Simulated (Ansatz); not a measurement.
# HgTe (Coloradoite) under changes of volume

One of the cells (33.215 Å³/atom); the others are scaled copies at fixed shape and fractional positions:

```
Hg Te
1.0
     0.00000    3.21450    3.21450
     3.21450    0.00000    3.21450
     3.21450    3.21450    0.00000
Hg Te
1 1
Direct
  0.00000 0.00000 0.00000
  0.75000 0.75000 0.75000
```

```yaml
Program: Ansatz 0.2.0
Functional: RPBE
Dispersion: D4
Potentials_or_basis: Ansatz PAW
Cutoff: "420 eV (not typed: the program's choice for these potentials)"
k_mesh: 7 × 7 × 7
Occupations: fermi-dirac, width 0.05 eV
Spin: no spin polarisation
```

```tsv
volume (Å³/atom)	energy over the lowest point (meV/atom)	pressure (GPa)
31.223	?	?
31.887	40.13	4.6
32.551	23.78	3.4
33.215	12.09	2.3
33.880	4.54	1.4
34.544	0.63	0.5
35.208	0.00	-0.2
```

Problem. What does the run at 31.223 Å³/atom give?

Solution. Energy over the lowest point 61.73 meV/atom; pressure 5.9 GPa.

Worked out: A Birch-Murnaghan fit of order 3 (a polynomial in V^(-2/3)) to the other rows has its minimum at 35.01 Å³/atom with B0 = V·E''(V) = 38 GPa and B' = 5.4. It gives 61.74 meV/atom at 31.223 Å³/atom, against the run's 61.73, and -dE/dV = 5.9 GPa, against 5.9.

Energies are extrapolated to zero smearing.

Caveats: pairwise dispersion overbinds metals, which lowers pressure and volume; the PAW data sets come from PBE, with cores solved anew for the run's functional, which leaves a small shift of forces and pressure.
